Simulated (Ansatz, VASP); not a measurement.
**One calculation of Rb, two programs**

```
Rb
1.0
     0.00000    3.84251    3.26613
     3.84251    0.00000    3.26613
     3.84251    3.84251    0.00000
Rb
1
Direct
  0.00000 0.00000 0.00000
```

Alike in both runs: task single point; functional LDA; k mesh 12 × 12 × 12; occupations gaussian, width 0.15 eV; no spin polarisation.

|  | VASP | Ansatz |
| --- | --- | --- |
| version | VASP 6.6.1 | Ansatz 0.2.0 |
| potentials or method | VASP PAW LDA potentials, release 64 (Rb_sv) | scalar-relativistic, plane waves, PAW |
| plane-wave cutoff (eV) | 520 | 420 |
| valence electrons in the cell | 9 | 9 |

|  | VASP | Ansatz | Ansatz less VASP |
| --- | --- | --- | --- |
| gap on the k mesh at the Fermi level (eV) | none | none | - |
| pressure (GPa) | -0.5 | -0.5 | 0.00 |

A gap of «none» marks a metal or a gap that the smearing closes.
